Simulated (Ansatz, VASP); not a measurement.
# Cross-check of InAs between VASP and Ansatz, part 2 of 3

Aim: how closely do two programs agree when they are given the same cell, functional and k mesh? The cell is taken from a series of runs on this material, whose earlier steps may have relaxed, scaled, displaced or heated it; both programs get it as it stands.

VASP 6.6.1 and Ansatz 0.2.0.

So far: Set-up; Ansatz: zone-centre phonons, PBEsol.

### Step 3. VASP: zone-centre phonons, PBEsol

Level of this step: PBEsol; plane waves and PAW (As, In_d) (VASP).

The same cell, functional, mesh and smearing now go to VASP, with its own data sets.

Lines of VASP's logs that name or quote its potential files are left out, and so is its time.

Input file INCAR:

```
SYSTEM = InAs
PREC = Accurate
ENCUT = 500
EDIFF = 1E-08
NELM = 120
ISMEAR = 0
SIGMA = 0.015
LREAL = .FALSE.
ALGO = Normal
GGA = PS
NBANDS = 15
LORBIT = 11
LWAVE = .FALSE.
LCHARG = .FALSE.
ISIF = 2
ISYM = 2
IBRION = 8
LASPH = .TRUE.
GGA_COMPAT = .FALSE.
EFERMI = MIDGAP
KPAR = 2
```

Input file POSCAR:

```
InAs
1.0
    0.0000000000      3.1045390708      2.9741969409
    3.1045390708      0.0000000000      2.9741969409
    3.1045390708      3.1045390708      0.0000000000
As In
1 1
Direct
    0.7499947627      0.7499947627      0.7499740758
    0.0000052373      0.0000052373      0.0000259242
```

Input file KPOINTS:

```
Points of the shifted mesh
1728
Reciprocal
 0.0416666667  0.0416666667  0.0416666667 1
 0.0416666667  0.0416666667  0.1250000000 1
 0.0416666667  0.0416666667  0.2083333333 1
 0.0416666667  0.0416666667  0.2916666667 1
 0.0416666667  0.0416666667  0.3750000000 1
 0.0416666667  0.0416666667  0.4583333333 1
 0.0416666667  0.0416666667  0.5416666667 1
 0.0416666667  0.0416666667  0.6250000000 1
 0.0416666667  0.0416666667  0.7083333333 1
 0.0416666667  0.0416666667  0.7916666667 1
 0.0416666667  0.0416666667  0.8750000000 1
 0.0416666667  0.0416666667  0.9583333333 1
 0.0416666667  0.1250000000  0.0416666667 1
 0.0416666667  0.1250000000  0.1250000000 1
 0.0416666667  0.1250000000  0.2083333333 1
 0.0416666667  0.1250000000  0.2916666667 1
 0.0416666667  0.1250000000  0.3750000000 1
 0.0416666667  0.1250000000  0.4583333333 1
 0.0416666667  0.1250000000  0.5416666667 1
 0.0416666667  0.1250000000  0.6250000000 1
 0.0416666667  0.1250000000  0.7083333333 1
 0.0416666667  0.1250000000  0.7916666667 1
 0.0416666667  0.1250000000  0.8750000000 1
 0.0416666667  0.1250000000  0.9583333333 1
 0.0416666667  0.2083333333  0.0416666667 1
 0.0416666667  0.2083333333  0.1250000000 1
 0.0416666667  0.2083333333  0.2083333333 1
 0.0416666667  0.2083333333  0.2916666667 1
 0.0416666667  0.2083333333  0.3750000000 1
 0.0416666667  0.2083333333  0.4583333333 1
 0.0416666667  0.2083333333  0.5416666667 1
 0.0416666667  0.2083333333  0.6250000000 1
 0.0416666667  0.2083333333  0.7083333333 1
 0.0416666667  0.2083333333  0.7916666667 1
 0.0416666667  0.2083333333  0.8750000000 1
 0.0416666667  0.2083333333  0.9583333333 1
 0.0416666667  0.2916666667  0.0416666667 1
 0.0416666667  0.2916666667  0.1250000000 1
 0.0416666667  0.2916666667  0.2083333333 1
 0.0416666667  0.2916666667  0.2916666667 1
 0.0416666667  0.2916666667  0.3750000000 1
 0.0416666667  0.2916666667  0.4583333333 1
 0.0416666667  0.2916666667  0.5416666667 1
 0.0416666667  0.2916666667  0.6250000000 1
 0.0416666667  0.2916666667  0.7083333333 1
 0.0416666667  0.2916666667  0.7916666667 1
 0.0416666667  0.2916666667  0.8750000000 1
 0.0416666667  0.2916666667  0.9583333333 1
 0.0416666667  0.3750000000  0.0416666667 1
 0.0416666667  0.3750000000  0.1250000000 1
 0.0416666667  0.3750000000  0.2083333333 1
 0.0416666667  0.3750000000  0.2916666667 1
 0.0416666667  0.3750000000  0.3750000000 1
 0.0416666667  0.3750000000  0.4583333333 1
 0.0416666667  0.3750000000  0.5416666667 1
 0.0416666667  0.3750000000  0.6250000000 1
 0.0416666667  0.3750000000  0.7083333333 1
 0.0416666667  0.3750000000  0.7916666667 1
 0.0416666667  0.3750000000  0.8750000000 1
 0.0416666667  0.3750000000  0.9583333333 1
 0.0416666667  0.4583333333  0.0416666667 1
 0.0416666667  0.4583333333  0.1250000000 1
 0.0416666667  0.4583333333  0.2083333333 1
 0.0416666667  0.4583333333  0.2916666667 1
 0.0416666667  0.4583333333  0.3750000000 1
 0.0416666667  0.4583333333  0.4583333333 1
 0.0416666667  0.4583333333  0.5416666667 1
 0.0416666667  0.4583333333  0.6250000000 1
 0.0416666667  0.4583333333  0.7083333333 1
 0.0416666667  0.4583333333  0.7916666667 1
 0.0416666667  0.4583333333  0.8750000000 1
 0.0416666667  0.4583333333  0.9583333333 1
 0.0416666667  0.5416666667  0.0416666667 1
 0.0416666667  0.5416666667  0.1250000000 1
 0.0416666667  0.5416666667  0.2083333333 1
 0.0416666667  0.5416666667  0.2916666667 1
 0.0416666667  0.5416666667  0.3750000000 1
 0.0416666667  0.5416666667  0.4583333333 1
 0.0416666667  0.5416666667  0.5416666667 1
 0.0416666667  0.5416666667  0.6250000000 1
 0.0416666667  0.5416666667  0.7083333333 1
 0.0416666667  0.5416666667  0.7916666667 1
 0.0416666667  0.5416666667  0.8750000000 1
 0.0416666667  0.5416666667  0.9583333333 1
 0.0416666667  0.6250000000  0.0416666667 1
 0.0416666667  0.6250000000  0.1250000000 1
 0.0416666667  0.6250000000  0.2083333333 1
 0.0416666667  0.6250000000  0.2916666667 1
 0.0416666667  0.6250000000  0.3750000000 1
 0.0416666667  0.6250000000  0.4583333333 1
 0.0416666667  0.6250000000  0.5416666667 1
 0.0416666667  0.6250000000  0.6250000000 1
 0.0416666667  0.6250000000  0.7083333333 1
 0.0416666667  0.6250000000  0.7916666667 1
 0.0416666667  0.6250000000  0.8750000000 1
 0.0416666667  0.6250000000  0.9583333333 1
 0.0416666667  0.7083333333  0.0416666667 1
 0.0416666667  0.7083333333  0.1250000000 1
 0.0416666667  0.7083333333  0.2083333333 1
 0.0416666667  0.7083333333  0.2916666667 1
 0.0416666667  0.7083333333  0.3750000000 1
 0.0416666667  0.7083333333  0.4583333333 1
 0.0416666667  0.7083333333  0.5416666667 1
 0.0416666667  0.7083333333  0.6250000000 1
 0.0416666667  0.7083333333  0.7083333333 1
 0.0416666667  0.7083333333  0.7916666667 1
 0.0416666667  0.7083333333  0.8750000000 1
 0.0416666667  0.7083333333  0.9583333333 1
 0.0416666667  0.7916666667  0.0416666667 1
 0.0416666667  0.7916666667  0.1250000000 1
 0.0416666667  0.7916666667  0.2083333333 1
 0.0416666667  0.7916666667  0.2916666667 1
[... 1390 lines left out ...]
 0.8750000000  0.4583333333  0.1250000000 1
 0.8750000000  0.4583333333  0.2083333333 1
 0.8750000000  0.4583333333  0.2916666667 1
 0.8750000000  0.4583333333  0.3750000000 1
 0.8750000000  0.4583333333  0.4583333333 1
 0.8750000000  0.4583333333  0.5416666667 1
 0.8750000000  0.4583333333  0.6250000000 1
 0.8750000000  0.4583333333  0.7083333333 1
 0.8750000000  0.4583333333  0.7916666667 1
 0.8750000000  0.4583333333  0.8750000000 1
 0.8750000000  0.4583333333  0.9583333333 1
 0.8750000000  0.5416666667  0.0416666667 1
 0.8750000000  0.5416666667  0.1250000000 1
 0.8750000000  0.5416666667  0.2083333333 1
 0.8750000000  0.5416666667  0.2916666667 1
 0.8750000000  0.5416666667  0.3750000000 1
 0.8750000000  0.5416666667  0.4583333333 1
 0.8750000000  0.5416666667  0.5416666667 1
 0.8750000000  0.5416666667  0.6250000000 1
 0.8750000000  0.5416666667  0.7083333333 1
 0.8750000000  0.5416666667  0.7916666667 1
 0.8750000000  0.5416666667  0.8750000000 1
 0.8750000000  0.5416666667  0.9583333333 1
 0.8750000000  0.6250000000  0.0416666667 1
 0.8750000000  0.6250000000  0.1250000000 1
 0.8750000000  0.6250000000  0.2083333333 1
 0.8750000000  0.6250000000  0.2916666667 1
 0.8750000000  0.6250000000  0.3750000000 1
 0.8750000000  0.6250000000  0.4583333333 1
 0.8750000000  0.6250000000  0.5416666667 1
 0.8750000000  0.6250000000  0.6250000000 1
 0.8750000000  0.6250000000  0.7083333333 1
 0.8750000000  0.6250000000  0.7916666667 1
 0.8750000000  0.6250000000  0.8750000000 1
 0.8750000000  0.6250000000  0.9583333333 1
 0.8750000000  0.7083333333  0.0416666667 1
 0.8750000000  0.7083333333  0.1250000000 1
 0.8750000000  0.7083333333  0.2083333333 1
 0.8750000000  0.7083333333  0.2916666667 1
 0.8750000000  0.7083333333  0.3750000000 1
 0.8750000000  0.7083333333  0.4583333333 1
 0.8750000000  0.7083333333  0.5416666667 1
 0.8750000000  0.7083333333  0.6250000000 1
 0.8750000000  0.7083333333  0.7083333333 1
 0.8750000000  0.7083333333  0.7916666667 1
 0.8750000000  0.7083333333  0.8750000000 1
 0.8750000000  0.7083333333  0.9583333333 1
 0.8750000000  0.7916666667  0.0416666667 1
 0.8750000000  0.7916666667  0.1250000000 1
 0.8750000000  0.7916666667  0.2083333333 1
 0.8750000000  0.7916666667  0.2916666667 1
 0.8750000000  0.7916666667  0.3750000000 1
 0.8750000000  0.7916666667  0.4583333333 1
 0.8750000000  0.7916666667  0.5416666667 1
 0.8750000000  0.7916666667  0.6250000000 1
 0.8750000000  0.7916666667  0.7083333333 1
 0.8750000000  0.7916666667  0.7916666667 1
 0.8750000000  0.7916666667  0.8750000000 1
 0.8750000000  0.7916666667  0.9583333333 1
 0.8750000000  0.8750000000  0.0416666667 1
 0.8750000000  0.8750000000  0.1250000000 1
 0.8750000000  0.8750000000  0.2083333333 1
 0.8750000000  0.8750000000  0.2916666667 1
 0.8750000000  0.8750000000  0.3750000000 1
 0.8750000000  0.8750000000  0.4583333333 1
 0.8750000000  0.8750000000  0.5416666667 1
 0.8750000000  0.8750000000  0.6250000000 1
 0.8750000000  0.8750000000  0.7083333333 1
 0.8750000000  0.8750000000  0.7916666667 1
 0.8750000000  0.8750000000  0.8750000000 1
 0.8750000000  0.8750000000  0.9583333333 1
 0.8750000000  0.9583333333  0.0416666667 1
 0.8750000000  0.9583333333  0.1250000000 1
 0.8750000000  0.9583333333  0.2083333333 1
 0.8750000000  0.9583333333  0.2916666667 1
 0.8750000000  0.9583333333  0.3750000000 1
 0.8750000000  0.9583333333  0.4583333333 1
 0.8750000000  0.9583333333  0.5416666667 1
 0.8750000000  0.9583333333  0.6250000000 1
 0.8750000000  0.9583333333  0.7083333333 1
 0.8750000000  0.9583333333  0.7916666667 1
 0.8750000000  0.9583333333  0.8750000000 1
 0.8750000000  0.9583333333  0.9583333333 1
 0.9583333333  0.0416666667  0.0416666667 1
 0.9583333333  0.0416666667  0.1250000000 1
 0.9583333333  0.0416666667  0.2083333333 1
 0.9583333333  0.0416666667  0.2916666667 1
 0.9583333333  0.0416666667  0.3750000000 1
 0.9583333333  0.0416666667  0.4583333333 1
 0.9583333333  0.0416666667  0.5416666667 1
 0.9583333333  0.0416666667  0.6250000000 1
 0.9583333333  0.0416666667  0.7083333333 1
 0.9583333333  0.0416666667  0.7916666667 1
 0.9583333333  0.0416666667  0.8750000000 1
 0.9583333333  0.0416666667  0.9583333333 1
 0.9583333333  0.1250000000  0.0416666667 1
 0.9583333333  0.1250000000  0.1250000000 1
 0.9583333333  0.1250000000  0.2083333333 1
 0.9583333333  0.1250000000  0.2916666667 1
 0.9583333333  0.1250000000  0.3750000000 1
 0.9583333333  0.1250000000  0.4583333333 1
 0.9583333333  0.1250000000  0.5416666667 1
 0.9583333333  0.1250000000  0.6250000000 1
 0.9583333333  0.1250000000  0.7083333333 1
 0.9583333333  0.1250000000  0.7916666667 1
 0.9583333333  0.1250000000  0.8750000000 1
 0.9583333333  0.1250000000  0.9583333333 1
 0.9583333333  0.2083333333  0.0416666667 1
 0.9583333333  0.2083333333  0.1250000000 1
 0.9583333333  0.2083333333  0.2083333333 1
 0.9583333333  0.2083333333  0.2916666667 1
 0.9583333333  0.2083333333  0.3750000000 1
 0.9583333333  0.2083333333  0.4583333333 1
 0.9583333333  0.2083333333  0.5416666667 1
 0.9583333333  0.2083333333  0.6250000000 1
 0.9583333333  0.2083333333  0.7083333333 1
 0.9583333333  0.2083333333  0.7916666667 1
 0.9583333333  0.2083333333  0.8750000000 1
 0.9583333333  0.2083333333  0.9583333333 1
 0.9583333333  0.2916666667  0.0416666667 1
 0.9583333333  0.2916666667  0.1250000000 1
 0.9583333333  0.2916666667  0.2083333333 1
 0.9583333333  0.2916666667  0.2916666667 1
 0.9583333333  0.2916666667  0.3750000000 1
 0.9583333333  0.2916666667  0.4583333333 1
 0.9583333333  0.2916666667  0.5416666667 1
 0.9583333333  0.2916666667  0.6250000000 1
 0.9583333333  0.2916666667  0.7083333333 1
 0.9583333333  0.2916666667  0.7916666667 1
 0.9583333333  0.2916666667  0.8750000000 1
 0.9583333333  0.2916666667  0.9583333333 1
 0.9583333333  0.3750000000  0.0416666667 1
 0.9583333333  0.3750000000  0.1250000000 1
 0.9583333333  0.3750000000  0.2083333333 1
 0.9583333333  0.3750000000  0.2916666667 1
 0.9583333333  0.3750000000  0.3750000000 1
 0.9583333333  0.3750000000  0.4583333333 1
 0.9583333333  0.3750000000  0.5416666667 1
 0.9583333333  0.3750000000  0.6250000000 1
 0.9583333333  0.3750000000  0.7083333333 1
 0.9583333333  0.3750000000  0.7916666667 1
 0.9583333333  0.3750000000  0.8750000000 1
 0.9583333333  0.3750000000  0.9583333333 1
 0.9583333333  0.4583333333  0.0416666667 1
 0.9583333333  0.4583333333  0.1250000000 1
 0.9583333333  0.4583333333  0.2083333333 1
 0.9583333333  0.4583333333  0.2916666667 1
 0.9583333333  0.4583333333  0.3750000000 1
 0.9583333333  0.4583333333  0.4583333333 1
 0.9583333333  0.4583333333  0.5416666667 1
 0.9583333333  0.4583333333  0.6250000000 1
 0.9583333333  0.4583333333  0.7083333333 1
 0.9583333333  0.4583333333  0.7916666667 1
 0.9583333333  0.4583333333  0.8750000000 1
 0.9583333333  0.4583333333  0.9583333333 1
 0.9583333333  0.5416666667  0.0416666667 1
 0.9583333333  0.5416666667  0.1250000000 1
 0.9583333333  0.5416666667  0.2083333333 1
 0.9583333333  0.5416666667  0.2916666667 1
 0.9583333333  0.5416666667  0.3750000000 1
 0.9583333333  0.5416666667  0.4583333333 1
 0.9583333333  0.5416666667  0.5416666667 1
 0.9583333333  0.5416666667  0.6250000000 1
 0.9583333333  0.5416666667  0.7083333333 1
 0.9583333333  0.5416666667  0.7916666667 1
 0.9583333333  0.5416666667  0.8750000000 1
 0.9583333333  0.5416666667  0.9583333333 1
 0.9583333333  0.6250000000  0.0416666667 1
 0.9583333333  0.6250000000  0.1250000000 1
 0.9583333333  0.6250000000  0.2083333333 1
 0.9583333333  0.6250000000  0.2916666667 1
 0.9583333333  0.6250000000  0.3750000000 1
 0.9583333333  0.6250000000  0.4583333333 1
 0.9583333333  0.6250000000  0.5416666667 1
 0.9583333333  0.6250000000  0.6250000000 1
 0.9583333333  0.6250000000  0.7083333333 1
 0.9583333333  0.6250000000  0.7916666667 1
 0.9583333333  0.6250000000  0.8750000000 1
 0.9583333333  0.6250000000  0.9583333333 1
 0.9583333333  0.7083333333  0.0416666667 1
 0.9583333333  0.7083333333  0.1250000000 1
 0.9583333333  0.7083333333  0.2083333333 1
 0.9583333333  0.7083333333  0.2916666667 1
 0.9583333333  0.7083333333  0.3750000000 1
 0.9583333333  0.7083333333  0.4583333333 1
 0.9583333333  0.7083333333  0.5416666667 1
 0.9583333333  0.7083333333  0.6250000000 1
 0.9583333333  0.7083333333  0.7083333333 1
 0.9583333333  0.7083333333  0.7916666667 1
 0.9583333333  0.7083333333  0.8750000000 1
 0.9583333333  0.7083333333  0.9583333333 1
 0.9583333333  0.7916666667  0.0416666667 1
 0.9583333333  0.7916666667  0.1250000000 1
 0.9583333333  0.7916666667  0.2083333333 1
 0.9583333333  0.7916666667  0.2916666667 1
 0.9583333333  0.7916666667  0.3750000000 1
 0.9583333333  0.7916666667  0.4583333333 1
 0.9583333333  0.7916666667  0.5416666667 1
 0.9583333333  0.7916666667  0.6250000000 1
 0.9583333333  0.7916666667  0.7083333333 1
 0.9583333333  0.7916666667  0.7916666667 1
 0.9583333333  0.7916666667  0.8750000000 1
 0.9583333333  0.7916666667  0.9583333333 1
 0.9583333333  0.8750000000  0.0416666667 1
 0.9583333333  0.8750000000  0.1250000000 1
 0.9583333333  0.8750000000  0.2083333333 1
 0.9583333333  0.8750000000  0.2916666667 1
 0.9583333333  0.8750000000  0.3750000000 1
 0.9583333333  0.8750000000  0.4583333333 1
 0.9583333333  0.8750000000  0.5416666667 1
 0.9583333333  0.8750000000  0.6250000000 1
 0.9583333333  0.8750000000  0.7083333333 1
 0.9583333333  0.8750000000  0.7916666667 1
 0.9583333333  0.8750000000  0.8750000000 1
 0.9583333333  0.8750000000  0.9583333333 1
 0.9583333333  0.9583333333  0.0416666667 1
 0.9583333333  0.9583333333  0.1250000000 1
 0.9583333333  0.9583333333  0.2083333333 1
 0.9583333333  0.9583333333  0.2916666667 1
 0.9583333333  0.9583333333  0.3750000000 1
 0.9583333333  0.9583333333  0.4583333333 1
 0.9583333333  0.9583333333  0.5416666667 1
 0.9583333333  0.9583333333  0.6250000000 1
 0.9583333333  0.9583333333  0.7083333333 1
 0.9583333333  0.9583333333  0.7916666667 1
 0.9583333333  0.9583333333  0.8750000000 1
 0.9583333333  0.9583333333  0.9583333333 1
```

The projector-augmented-wave data sets are As and In_d (PBE family, release 64).

On the command line:

```
$ mpirun -np 2 vasp_std
```

Log:

```text
[banner, memory and clock lines left out]
running    2 mpi-ranks, on    1 nodes
[...]
|                                                                             |
|               ----> ADVICE to this user running VASP <----                  |
|                                                                             |
|     You enforced a specific xc type in the INCAR file but a different       |
|     [... a line on the potential file left out ...]
|     I HOPE YOU KNOW WHAT YOU ARE DOING!                                     |
|                                                                             |

 LDA part: xc-table for (Slater+PW92), standard interpolation
 POSCAR, INCAR and KPOINTS ok, starting setup
[...]
entering main loop
       N       E                     dE             d eps       ncg     rms          rms(c)
DAV:   1     0.111219416617E+03    0.11122E+03   -0.81740E+03 52109   0.124E+03
DAV:   2    -0.102791855143E+01   -0.11225E+03   -0.10802E+03 55970   0.298E+02
DAV:   3    -0.856547268276E+01   -0.75376E+01   -0.74945E+01 66764   0.785E+01
DAV:   4    -0.875835482768E+01   -0.19288E+00   -0.19282E+00 63291   0.141E+01
[...]
DAV:  14    -0.848172723118E+01    0.23017E-07   -0.60955E-08 62992   0.244E-03    0.144E-03
DAV:  15    -0.848172728133E+01   -0.50142E-07   -0.26356E-09 49069   0.770E-04    0.478E-04
DAV:  16    -0.848172729021E+01   -0.88830E-08   -0.19482E-09 36476   0.426E-04
   1 F= -.84817273E+01 E0= -.84817273E+01  d E =-.582129E-45
 Linear response reoptimize wavefunctions to high precision
DAV:   1    -0.848172729258E+01   -0.23715E-08   -0.11589E-09 51561   0.235E-04
DAV:   2    -0.848172729259E+01   -0.13642E-10   -0.11330E-10 30939   0.107E-04
 Linear response DOF=           4
 Linear response progress:
  Degree of freedom:   1/  4
       N       E                     dE             d eps       ncg     rms          rms(c)
RMM:   1    -0.468388080431E-01   -0.46839E-01    0.64569E-02106797   0.150E+00
RMM:   2    -0.443655358095E-01    0.24733E-02    0.15323E-03 80927   0.555E-01    0.105E-01
RMM:   3    -0.450544117352E-01   -0.68888E-03   -0.17907E-03 95955   0.232E-01    0.459E-02
RMM:   4    -0.452565460478E-01   -0.20213E-03   -0.14023E-04 97244   0.777E-02    0.113E-02
[...]
RMM:   9    -0.452811711680E-01   -0.60192E-06   -0.59975E-09100212   0.395E-04    0.813E-05
RMM:  10    -0.452812172215E-01   -0.46053E-07    0.33150E-08109615   0.154E-04    0.625E-05
RMM:  11    -0.452812157757E-01    0.14458E-08   -0.28428E-08102835   0.571E-05    0.123E-05
 first order change of Fermi-energy   0.26729E+00
 force on displaced ion       1 direction 1 :  -7.064  -0.008   0.002
 Linear response progress:
  Degree of freedom:   2/  4
       N       E                     dE             d eps       ncg     rms          rms(c)
RMM:   1    -0.463578467822E-01   -0.46358E-01    0.65366E-02106829   0.147E+00
RMM:   2    -0.443170981341E-01    0.20407E-02    0.11431E-03 81383   0.537E-01    0.990E-02
RMM:   3    -0.449251899038E-01   -0.60809E-03   -0.16986E-03 95751   0.222E-01    0.440E-02
RMM:   4    -0.451079404340E-01   -0.18275E-03   -0.12796E-04 96621   0.745E-02    0.109E-02
[...]
RMM:   9    -0.451349693523E-01   -0.55039E-06    0.73772E-10102511   0.340E-04    0.897E-05
RMM:  10    -0.451350291670E-01   -0.59815E-07    0.40448E-08109083   0.133E-04    0.458E-05
RMM:  11    -0.451350254742E-01    0.36928E-08   -0.41367E-08103077   0.509E-05    0.106E-05
 first order change of Fermi-energy  -0.68489E+00
 force on displaced ion       1 direction 3 :   0.002   0.002  -6.866
 Linear response progress:
  Degree of freedom:   3/  4
       N       E                     dE             d eps       ncg     rms          rms(c)
RMM:   1    -0.233675749218E+00   -0.23368E+00   -0.10490E-01 70044   0.481E+00
RMM:   2    -0.236098769775E+00   -0.24230E-02   -0.12625E-02 88296   0.101E+00    0.766E-02
RMM:   3    -0.236009045615E+00    0.89724E-04   -0.14782E-03 96122   0.313E-01    0.379E-02
RMM:   4    -0.235789807559E+00    0.21924E-03   -0.13837E-04 98517   0.105E-01    0.206E-02
[...]
RMM:  12    -0.235731785902E+00   -0.18330E-07    0.11499E-07105192   0.745E-05    0.115E-05
RMM:  13    -0.235731814368E+00   -0.28466E-07    0.47789E-08111257   0.422E-05    0.254E-06
RMM:  14    -0.235731813119E+00    0.12491E-08    0.34549E-08 99964   0.241E-05    0.459E-06
 first order change of Fermi-energy  -0.26729E+00
 force on displaced ion       2 direction 1 :  -7.077  -0.008   0.002
 Linear response progress:
  Degree of freedom:   4/  4
       N       E                     dE             d eps       ncg     rms          rms(c)
RMM:   1    -0.233387436673E+00   -0.23339E+00   -0.99293E-02 70019   0.485E+00
RMM:   2    -0.235890454114E+00   -0.25030E-02   -0.12357E-02 88027   0.100E+00    0.741E-02
RMM:   3    -0.235783969460E+00    0.10648E-03   -0.14409E-03 96203   0.308E-01    0.358E-02
RMM:   4    -0.235550197034E+00    0.23377E-03   -0.12806E-04 98111   0.101E-01    0.195E-02
[...]
RMM:  12    -0.235477042107E+00   -0.20430E-07    0.62427E-08108379   0.625E-05    0.124E-05
RMM:  13    -0.235477058022E+00   -0.15915E-07    0.34138E-08104224   0.357E-05    0.138E-05
RMM:  14    -0.235477055667E+00    0.23550E-08    0.15290E-08107535   0.207E-05    0.266E-05
 first order change of Fermi-energy   0.68490E+00
 force on displaced ion       2 direction 3 :   0.002   0.002  -6.885
 Linear response finished
```

(Part 2 of 3 ends here.)

[Lines on the potential files, build, host, timing and source positions are cut from VASP's logs without a mark.]

[Logs are printed without paths, hosts, clocks, repeated set-up lines and the standing remarks that a program may print on its own settings, such as how far it seeks lower states.]

[Hosts, paths, dates, database ids (printed as entryN), source tags and the programs' standing remarks are cut or masked in the printed files.]
